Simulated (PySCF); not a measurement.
Species: maleic anhydride, C4H2O3.
Geometry (PBE0-D3(BJ)/def2-SVP, Å), atoms numbered from 1 in this order:
```xyz
9
C4H2O3 angstrom
O     -2.2129   -1.1438   -0.2074
C     -1.1148   -0.6951   -0.2774
C     -0.6740    0.7070   -0.5186
C      0.6611    0.7213   -0.5199
C      1.1327   -0.6710   -0.2803
O      2.2403   -1.0961   -0.2140
O      0.0175   -1.4644   -0.1376
H     -1.3810    1.5225   -0.6613
H      1.3501    1.5521   -0.6638
```

Jobs on this species (9 atoms, 50 electrons) with PySCF (density fitting). Hardware of each: one thread, Arm Neoverse V2, no GPU, shared host. Times come from a shared host and carry two figures at best.

```tsv
level and settings	work	basis functions	SCF cycles	wall time
PBE0/pcSseg-1	shieldings, charges and field gradients	129	?	?
KT2/pcSseg-2	shieldings	280	18	42 s
B3LYP/pcSseg-2	shieldings	280	15	29 s
B97-D/pcSseg-2	shieldings	280	17	38 s
BP86/pcSseg-2	shieldings	280	17	40 s
WP04/pcSseg-2	shieldings	280	16	28 s
PBE0/aug-cc-pVDZ	10 singlets by full TDDFT, 4 Tamm–Dancoff triplets, polarisability	179	14	25 s
CAM-B3LYP/def2-SVPD	10 singlets by full TDDFT, 4 Tamm–Dancoff triplets, polarisability, ΔSCF ions	165	14	1.8 min
PBE0-D3(BJ)/def2-SVP, grid level 1	geometry optimisation from a GFN2-xTB start	108	29	15 s
```

Problem. Fill in the missing figures.

Solution. 
- PBE0/pcSseg-1; shieldings, charges and field gradients: 8.9 s, 14 SCF cycles

Problem. What do all jobs in the table cost together?

Solution. About 5.6 min; the longest takes about 32 % of that, and about 12 times as long as the shortest.
